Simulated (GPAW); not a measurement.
MgB2:

```
Mg B
1.0
     3.08500    0.00000    0.00000
    -1.54250    2.67169    0.00000
     0.00000    0.00000    3.52300
Mg B
1 2
Direct
  0.00000 0.00000 0.00000
  0.66667 0.33333 0.50000
  0.33333 0.66667 0.50000
```

```yaml
Program: GPAW 26.7.0
Task: relaxation of cell and atoms
Functional: RPBE
Dispersion: D4
Potentials_or_basis: the program's PAW data sets (release 1.2.1) made for this functional
Cutoff: 800 eV
Basis: pw
k_mesh: 7 × 7 × 5
Occupations: fermi-dirac, width 0.05 eV
Spin: no spin polarisation
```

At the start: pressure -6.7 GPa; volume 9.68 Å³/atom.

Q: How do energy, volume and symmetry change on relaxing?

A: Over 16 steps the energy falls by 9.9 meV/atom and the volume is 9.23 Å³/atom (-4.6 %); space group P6/mmm (No. 191, to 0.05 Å).

Step by step:
```csv
step,energy change (eV),largest force (eV/Å),pressure (GPa),volume (Å³)
1,0.0000,0.0000,-6.71,29.04
2,-0.0046,0.0000,-6.16,28.92
3,-0.0122,0.0000,-5.09,28.70
4,-0.0203,0.0000,-3.55,28.39
5,-0.0261,0.0000,-1.66,28.03
6,-0.0279,0.0000,0.40,27.65
7,-0.0280,0.0000,0.39,27.65
8,-0.0281,0.0000,0.35,27.65
9,-0.0282,0.0000,0.31,27.66
10,-0.0284,0.0000,0.25,27.66
11,-0.0286,0.0000,0.18,27.67
12,-0.0288,0.0000,0.11,27.68
13,-0.0291,0.0000,0.02,27.68
14,-0.0293,0.0000,-0.07,27.69
15,-0.0296,0.0000,-0.16,27.70
16,-0.0298,0.0000,-0.25,27.70
```

Final structure:
```
Mg B
1.0
     3.04941    0.00001    0.00000
    -1.52470    2.64087    0.00000
     0.00000    0.00000    3.43974
Mg B
1 2
Direct
  0.00000 0.00000 0.00000
  0.66667 0.33333 0.50000
  0.33333 0.66667 0.50000
```

Caveat: later steps reuse the first step's grids; pairwise dispersion overbinds metals, which lowers pressure and volume.
